Ansatz 0.2.0, PBE with frozen-core PAW, scalar-relativistic and without spin polarization, for zinc-blende CdS and CdSe, diamond-type Si and fcc W at fixed volume. The plane-wave cutoff is 420 eV and the Fermi–Dirac smearing width 0.01 eV for CdS, 0.08 eV for CdSe and 0.05 eV for Si and W. Energies are free energies, and positive pressure means compression.

```csv
crystal,k mesh,energy less that of the crystal's tightest run (meV/atom),pressure (GPa),volume (Å³/atom)
CdS,2x2x2,476,6.59,24.6
CdS,4x4x4,16.8,3.46,24.6
CdS,6x6x6,1.24,3.31,24.6
CdS,11x11x11,0,3.30,24.6
CdSe,3x3x3,96,0.73,29.7
CdSe,5x5x5,6.55,0.04,29.7
CdSe,8x8x8,0.37,0.00,29.7
CdSe,14x14x14,0,0.00,29.7
Si,4x4x4,92.5,0.59,20.5
Si,6x6x6,11.8,0.08,20.5
Si,10x10x10,0.37,0.02,20.5
Si,18x18x18,0,0.02,20.5
W,5x5x5,-23.9,-0.61,16.4
W,8x8x8,-11.8,0.58,16.4
W,12x12x12,0.21,-0.38,16.4
W,22x22x22,0,-0.07,16.4
```

Refining the k mesh removes the energy error quickly in CdS, CdSe and Si, whereas in W the error begins negative and settles poorly. A mesh labelled 4x4x4 has N = 4 divisions along each direction of reciprocal space. Each of its points stands for one way in which an electron wave changes phase from cell to cell, and the energy needs the average over all such phases. Three accounts of the error compete: a denser mesh lowers the energy as a better basis set does; the error shrinks as the square of the mesh spacing; or the outcome depends on how smooth the averaged function is.

The first account is tempting because it fits the three crystals with a band gap, where each refinement lowers the energy. W refutes it. Its coarsest mesh gives an energy 23.9 meV per atom below that of the tightest run, and the next mesh is still 11.8 meV below. The entropy term that comes with smeared occupations is not the source of the sign: with it taken out, the coarsest mesh still lies about 20 meV too low.

The comparison with a basis set fails for a simple reason. A larger basis contains the smaller one, so the lowest energy it can reach cannot rise. A new mesh offers the electrons no new freedom; it replaces one approximate average by another. An approximate average may err in either direction, and a low energy is therefore no sign of a good mesh.

The second account comes from ordinary numerical integration, where halving the spacing typically cuts the error to a quarter. Si gives a test. If the error follows 1/N², and the error left in the 18x18x18 reference is allowed for, the step from 6x6x6 to 10x10x10 should multiply the tabulated error by

(1/10² − 1/18²) / (1/6² − 1/18²) ≈ 0.28.

The error of 11.8 meV should then fall to 3.3 meV, but the calculation gives 0.37 meV. The same law also predicts errors several times too large in CdS and CdSe.

The square law belongs to functions integrated between two ends, and its leading error arises at those ends. Reciprocal space has no ends, because the bands repeat from one zone to the next. For a smooth function that repeats, these end errors cancel, and equally spaced points do far better than the usual rule suggests. What remains is set by the finest detail of the function, which leads to the third account.

Two limiting cases show what this detail means. If the atoms are so far apart that the bands are flat, every k point gives the same energy and a single point is enough. Now let electrons hop only between nearest neighbours in a chain, so that a filled band follows one cosine wave. Two equally spaced points, one on the crest and one in the trough, already give its exact average. Hops over longer distances add faster waves, and these need more points.

In general, the energy to be averaged is a sum of such waves, each belonging to a distance between cells. A mesh with N divisions averages most of them correctly to zero. It fails for waves that complete a whole number of cycles between neighbouring mesh points, since these look constant on the mesh. They belong to distances of N cells, 2N cells and so on, as if the crystal closed on itself after N cells and the electrons could notice their own copies.

The error therefore measures how far the electrons' influence reaches. With a gap between filled and empty states, theory gives an influence that dies away exponentially with distance, apart from a slower power factor. For a cell edge a and a decay length ξ, the simplest form is

error ≈ A · N⁻ᵖ · exp(−N a/ξ),

where A and p are constants of the crystal. On a plot with logarithmic axes the slope has the size p + N a/ξ, so the fall should steepen as the mesh is refined.

The numbers agree with that steepening. Between the first two meshes the error falls roughly as the fifth power of N in the three gapped crystals, and between the next two as a power between 6 and 7. In each crystal, a fixed power and a pure exponential were drawn through the first two errors and used to predict the third, which had no part in drawing them. For Si they give 0.88 and 0.19 meV, on either side of the computed 0.37 meV.

The third error lies between the two predictions in CdS and CdSe as well, as the printed analysis shows. This is what an exponential with a power factor would do, but that form has three constants and each crystal offers only three errors, so a fit would leave nothing to test it with. CdSe is the weakest witness, because leaving out the entropy term changes its already small third error by about a third. The numbers thus reject the square law firmly and support the smooth-function account more loosely.

A metal is the opposite limiting case. Some of its bands are only partly filled, so the occupation drops from full to empty where a band crosses the Fermi energy. A sharp drop contains waves of every length, and their strength falls only slowly with distance while their sign keeps changing. Refining the mesh moves points from one side of the drop to the other, and the error can change sign. Smearing rounds the drop off, but it restores fast convergence only once the mesh resolves the rounded edge.

A rough estimate suggests that W has not reached that point. One of the bands that cross its Fermi energy runs from 19.0 to 24.3 eV, a span of 5.3 eV. Even if as many as 11 steps of the 22x22x22 mesh, half the width of the zone, lie between its lowest and highest points, neighbouring points differ on average by roughly half an electronvolt. On the 5x5x5 mesh those two points lie closer together than half a zone, so the step is probably larger. The smearing width is 0.05 eV, and the occupation falls from nearly full to nearly empty over a few such widths. Even the tightest mesh therefore resolves the edge poorly along such a line and relies on errors averaging out over many points.

The 12x12x12 row of W shows how this can deceive. Its energy differs from that of the tightest run by only 0.21 meV per atom, which looks better converged than any other row short of a reference. Yet the internal energy is 2.4 meV above that of the same run, and a larger entropy term offsets 2.2 meV of the difference. The pressure has no such luck: it is 0.31 GPa below that of the tightest run.

Among the gapped crystals, the size of the gap alone does not decide how dense a mesh must be. What matters for the smoothness of the filled states is their gap to the empty ones at the same k point. At the zone centre this gap is about 2.6 eV in Si and 0.50 eV in CdSe, yet Si needs 10x10x10 to reach the error that CdSe reaches with 8x8x8. Part of this difference comes from the shorter cell edge of Si: N times the edge is 39 Å in Si and 35 Å in CdSe, which are closer than the values of N. The flat-band limit suggests that the width of the filled bands matters too. The upper three filled bands span 7.7 eV in Si and 4.4 eV in CdS, and Si has much the larger errors on the two meshes they share. The cell edge of CdS is just 6% longer, and the gap at the zone centre points the wrong way, since that of CdS is only 1.2 eV. The gap elsewhere in the zone is another matter: the lowest empty band climbs to 5.2 eV above the top of the filled bands in CdS but only to 3.9 eV in Si, so CdS may well have the wider gap over most of the zone. Narrower filled bands and a wider gap away from the centre would both be expected to lower the error of CdS, and two crystals cannot separate them.

For a target of 1 meV per atom relative to the tightest run, 8x8x8 is enough for CdSe and 10x10x10 for Si, while 6x6x6 narrowly misses it for CdS. These meshes all contain the zone centre. An even mesh shifted off it samples other phases and, for face-centred cells like these, is expected to reach the same error with fewer divisions, so the values of N hold only for unshifted meshes. The pressure of 3.30 GPa that remains in CdS is no mesh error, since it hardly changes after 6x6x6; the cell is held at a smaller volume than the one at which this calculation would give zero pressure. If a cell is doubled along one edge, half as many divisions along that direction sample the same phases, so N should always be judged together with the cell size.

For W the table supports no such recommendation. Its pressure still moves between the last two meshes, and no denser run tests the reference. The crystal is also the face-centred cubic form, not the body-centred one of ordinary tungsten, and spin-orbit coupling, which shifts bands near the Fermi energy, is left out. A metal should be judged by its pressure and internal energy as well as its free energy, over several meshes in a row.

Printed output of the fit:

```
Other measures of the mesh error:
   row  divisions  mesh_length_A  pressure_error_GPa  TS_meV_atom  internal_energy_error_meV_atom
   CdS          2           8.23                3.29            0                             476
   CdS          4          16.46                0.16            0                            16.8
   CdS          6          24.69                0.01            0                            1.24
   CdS         11          45.27                   0            0                               0
  CdSe          3          13.14                0.73        2.259                           98.19
  CdSe          5          21.91                0.04       0.4847                           6.962
  CdSe          8          35.05                   0       0.1915                          0.4892
  CdSe         14          61.33                   0      0.07225                               0
    Si          4          15.47                0.57      0.03584                           92.53
    Si          6          23.21                0.06      0.01303                           11.81
    Si         10          38.68                   0      0.00799                          0.3737
    Si         18          69.62                   0     0.004271                               0
     W          5          14.27               -0.54        14.11                          -19.84
     W          8          22.83                0.65        12.89                          -8.957
     W         12          34.25               -0.31        12.23                           2.386
     W         22          62.79                   0        10.05                               0
Local power of the fall from first to second mesh (CdS CdSe Si): 4.824, 5.256, 5.078
Local power of the fall from second to third mesh (CdS CdSe Si): 6.428, 6.114, 6.778
Inverse-square law over computed error at second mesh (CdS CdSe Si): 6.357, 4.825, 3.258
Inverse-square prediction at third mesh in meV/atom (CdS CdSe Si): 6.044, 1.975, 3.304
Inverse-square law over computed error at third mesh (CdS CdSe Si): 4.875, 5.338, 8.93
Fixed-power prediction at third mesh in meV/atom (CdS CdSe Si): 2.376, 0.5539, 0.8816
Pure-exponential prediction at third mesh in meV/atom (CdS CdSe Si): 0.5929, 0.1167, 0.192
Si error over CdS error at 4x4x4: 5.506
Si error over CdS error at 6x6x6: 9.516
Gap of the tightest run in eV (CdS CdSe Si): 1.16, 0.4952, 0.6224
Width of the four valence bands of Si in eV: 11.81
Width of the top three valence bands of CdS in eV: 4.438
Rough energy step between mesh points in band 7 of W at 22x22x22 in eV: 0.4845
That step over the smearing width of 0.05 eV: 9.69
```
